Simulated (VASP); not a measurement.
## Ni: single point with LDA+U

Ni, a sheet with vacuum:

```
CELL_PARAMETERS angstrom
2.25911 0.00000 0.00000
0.00000 2.25911 0.00000
0.00000 0.00000 23.80000
ATOMIC_POSITIONS crystal
Ni 0.50000 0.50000 0.29412
```

The cell was built by a generator and needn't be a form met in nature.

```
Program                : VASP 6.6.1
Task                   : single point
Functional             : LDA
Potentials or basis    : VASP PAW LDA potentials, release 64 (Ni)
Cutoff                 : 520 eV
k mesh                 : 9 × 9 × 1
Occupations            : fermi-dirac, width 0.05 eV
Spin                   : collinear spin, ferromagnetic start
Starting moments       : [1.0] μB
Hubbard terms          : Ni d U = 2 eV
Dipole correction      : yes
Further INCAR settings : ALGO = Normal; EDIFF = 1e-06
```

```yaml
Band_gap_on_the_k_mesh: none (metal or under the smearing width)
Net_moment: 0.91 μB per cell
Site_moments: Ni +0.94 μB
Valence_electrons_inside_the_program's_atomic_spheres: Ni 9.22
```

Levels at points of the mesh, in eV from the Fermi level:
Spin up:
```
           k point  band 3  band 4  band 5  band 6  band 7  band 8  band 9  band 10
(0.00, 0.00, 0.00)   -2.33   -1.28   -1.28   -1.25    0.88    5.14    5.65     5.65
```
Spin down:
```
           k point  band 1  band 2  band 3  band 4  band 5  band 6  band 7  band 8  band 9
(0.00, 0.00, 0.00)   -5.71   -3.63   -1.85    0.20    0.20    0.85    0.86    5.14    5.64
```

Eigenvalues of the final occupation matrices:
```csv
site,spin,trace,eigenvalues
site 1 d,1,4.70,0.93 0.93 0.94 0.94 0.95
site 1 d,2,3.74,0.52 0.71 0.71 0.86 0.94
```

Run time: 57 s on 1 thread of Intel(R) Xeon(R) Platinum 8488C (Sapphire Rapids), on a shared host, peak memory 0.21 GiB.

Caveat: the U is typed as a test and isn't derived for this compound. The state reached can hang on the start; a lower one may exist.
